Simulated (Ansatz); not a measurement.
Moving the strain (εxy = 0.5 s) in Hf

```xyz
1
Lattice="0.0000 2.2200 2.2200 2.2200 0.0000 2.2200 2.2200 2.2200 0.0000" Properties=species:S:1:pos:R:3 pbc="T T T"
Hf    0.0000    0.0000    0.0000
```

This isn't the form of Hf at room conditions, which is hcp.

Kept alike: task band structure; functional PBEsol; k mesh 9 × 9 × 9; occupations fermi-dirac, width 0.05 eV; no spin polarisation. Program: Ansatz, Ansatz PAW, cutoff 420 eV. The mesh is that of the run's cell of 1 atom. No spin-orbit coupling.

| s | stress xy (GPa) | free energy over the lowest row (meV/atom) |
| --- | --- | --- |
| -0.04 | 2.32 | 6.26 |
| -0.02 | 1.15 | 1.55 |
| -0.01 | 0.57 | 0.39 |
| 0 | 0.00 | 0.00 |
| 0.01 | -0.57 | 0.39 |
| 0.02 | -1.15 | 1.55 |
| 0.04 | -2.32 | 6.26 |

Stress is positive in compression, with a Pulay correction for the finite cutoff. The cell shown is the unstrained one; x, y and z are its Cartesian axes; atoms keep their fractions. For a metal such a mesh leaves the last digits unconverged. Shear stress takes the same sign, opposite to σ = Cε, so its slope is minus the stiffness. All rows use potentials made for PBE.

The stress xy falls from 2.32 to -2.32 GPa between -0.04 and 0.04. A parabola through the five rows nearest s = 0 has a slope of -58 GPa per unit of s at s = 0, so the stiffness that links it to this strain is about 58 GPa; the fractions stay fixed. The free energy is lowest at 0, and 6.26 meV an atom higher at -0.04; 0.04.
